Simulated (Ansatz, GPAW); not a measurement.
Given: the input of a run of GPAW 26.7.0 (ASE script) on Mg (Magnesium). 

The input run.py:

```python
from ase.dft.bandgap import bandgap
from ase.io import read, write
from ase.units import GPa
from gpaw import GPAW, PW

atoms = read('Mg.xyz')

calc = GPAW(mode=PW(800),
            xc='PBE',
            kpts={'size': (10, 10, 5), 'gamma': True},
            occupations={'name': 'methfessel-paxton', 'order': 0, 'width': 0.019000000000000003},
            nbands=19,
            convergence={'density': 1e-05, 'energy': 1e-05},
            maxiter=150,
            txt='gpaw.txt')
atoms.calc = calc
energy = atoms.get_potential_energy()
forces = atoms.get_forces()
stress = atoms.get_stress()
calc.write('gs.gpw')
write('result.traj', atoms)
print(f'Energy: {energy:.6f} eV')
print('Forces (eV/A):')
print(forces.round(4))
print('Stress (GPa):', (stress / GPa).round(3))
print('Fermi level:', round(calc.get_fermi_level(), 4), 'eV')
print(f'Gap: {bandgap(calc)[0]:.4f} eV, direct: {bandgap(calc, direct=True)[0]:.4f} eV')
```

Contents of Mg.xyz:

```xyz
2
Lattice="3.2093000000 0.0000000000 0.0000000000 -1.6046500000 2.7793353284 0.0000000000 0.0000000000 0.0000000000 5.2103000000" Properties=species:S:1:pos:R:3 pbc="T T T"
Mg     1.6046500002      0.9264451094      3.9077250000
Mg    -0.0000000002      1.8528902190      1.3025750000
```

Potentials or basis: GPAW PAW data sets (gpaw-data 1.2.1), pw.

The run is started by

```console
$ OMP_NUM_THREADS=1 python run.py
```

Problem. What does the same run look like in Ansatz 0.2.0? Potentials or basis there: all-electron LAPW, scalar-relativistic.

Solution. As run (cutoffs and basis follow the program's own potentials, and thresholds, step limits or extra output files can differ):

input.yaml

```yaml
crystal:
  lattice:
    - [3.2093, 0.0, 0.0]
    - [-1.60465, 2.7793353284, 0.0]
    - [0.0, 0.0, 5.2103]
  atoms:
    - { symbol: Mg, position: [0.6666666667, 0.3333333333, 0.75] }
    - { symbol: Mg, position: [0.3333333333, 0.6666666667, 0.25] }
kpoints:
  mp_grid: { grid: [10, 10, 5] }
scf:
  occupations: { method: gaussian, width: 0.019 }
hamiltonian:
  xc: pbe
  pseudopotentials: { kind: all_electron, lapw: { basis_error: 0.001 } }
output:
  forces: true
  stress: true
  eigenvalues: true
```

Potentials or basis: all-electron LAPW, scalar-relativistic.

Launch:

```sh
$ ansatz run input.yaml --threads 1 --pin off --max-ram 3072MiB --backend cpu --events-out ev --progress --plain --runs-dir out
```

Both were run:

|  | GPAW | Ansatz |
| --- | --- | --- |
| Pressure | -0.5 GPa | -0.5 GPa |

Where Ansatz's input types no cutoff or centring, it takes its own default and a Γ-centred mesh.

Pressure is positive in compression.
